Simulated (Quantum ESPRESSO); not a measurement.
## Tc under changes of volume

One of the cells (14.830 Å³/atom); the others are scaled copies at fixed shape and fractional positions:

```
Tc
1.0
     0.00000    1.95000    1.95000
     1.95000    0.00000    1.95000
     1.95000    1.95000    0.00000
Tc
1
Direct
  0.00000 0.00000 0.00000
```

This isn't the form of Tc at room conditions, which is hcp.

| Quantity | Value |
| --- | --- |
| Program | Quantum ESPRESSO 7.5 |
| Functional | PBE |
| Potentials or basis | SSSP 1.3 efficiency PBE |
| Cutoff | 816 eV |
| Density cutoff | 3265 eV |
| k mesh | 12 × 12 × 12 |
| Occupations | fermi-dirac, width 0.05 eV |
| Spin | no spin polarisation |

```tsv
volume (Å³/atom)	energy over the lowest point (meV/atom)	pressure (GPa)
13.940	22.12	12.8
14.237	4.84	5.7
14.533	0.00	-0.6
14.830	6.30	-6.3
15.126	?	?
15.423	47.70	-15.9
15.720	80.83	-19.9
```

Problem. What does the run at 15.126 Å³/atom give?

Solution. Energy over the lowest point 22.54 meV/atom; pressure -11.4 GPa.

Worked out: A Birch-Murnaghan fit of order 3 (a polynomial in V^(-2/3)) to the other rows has its minimum at 14.51 Å³/atom with B0 = V·E''(V) = 297 GPa and B' = 4.5. It gives 22.52 meV/atom at 15.126 Å³/atom, against the run's 22.54, and -dE/dV = -11.3 GPa, against -11.4.

Energies are extrapolated to zero smearing.
